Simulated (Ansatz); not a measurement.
Runs of Ansatz 0.2.0 on I. Symmetry: Fmmm, No. 69, orthorhombic system. Conventional cell: a = 4.384 Å, b = 4.731 Å, c = 7.820 Å, α = 90.00°, β = 90.00°, γ = 90.00°. I (site symmetry mmm) is surrounded by 4 I at 3.23 Å. 

```csv
task,level,potentials or basis,spin,cell,k mesh,cutoff (eV),points for each segment of the path,atoms under strain,gap on the mesh (eV),pressure (GPa),V0 of scaled cells (Å³/atom),B0 (GPa)
band structure,revPBE,Ansatz PAW,off,as given,9 × 9 × 9,420,14,-,none,1.5,-,-
density of states,r2SCAN,Ansatz PAW,off,as given,9 × 9 × 9,500,-,-,none,0.0,-,-
relaxation of cell and atoms,PBEsol,Ansatz PAW,off,relaxed,9 × 9 × 9,420,-,-,-,0.0,-,-
equation of state,PBEsol,PseudoDojo PBEsol stringent,off,as given,9 × 9 × 9,1034,-,-,-,-,38.40,30
band structure,BPBE,Ansatz PAW,off,as given,9 × 9 × 9,420,14,-,none,0.5,-,-
equation of state,r2SCAN+D3(BJ),Ansatz PAW,off,as given,9 × 9 × 9,500,-,-,-,-,39.66,(b)
elastic constants,PBEsol,Ansatz PAW,off,as given,8 × 8 × 8,420,-,relaxed,none,(a),-,-
band structure,LDA,Ansatz PAW,"SOC, no magnetisation",as given,9 × 9 × 9,420,14,-,none,-1.8,-,-
```

Alike in all rows: smearing fermi-dirac 0.05 eV.

Fill in the values left out.

(a) -1.4; (b) 29.

Caveats: the PAW data sets come from PBE, with cores solved anew for the run's functional, which leaves a small shift of forces and pressure (some runs); an odd number of electrons without spin polarisation forces a metal (some runs); a magnetic or distorted state may lie lower (some runs); spin-orbit coupling is left out, which moves the levels of the heavy elements (some runs); the cell was scaled at fixed shape and fractional positions, which overstates the stiffness of a crystal with free parameters, most of all of layers and chains (some runs); the plane-wave basis is chosen anew once the cell has moved, so the energies of steps on either side of that aren't comparable (some runs); the PAW data sets were made with another functional, which shifts forces and pressure a little (some runs).

A k mesh can miss the band edges, and rows without SOC leave out spin-orbit coupling on I.

A gap of «none» marks a metal or a gap under the smearing width.

Runs at the PBE level aren't shown here.
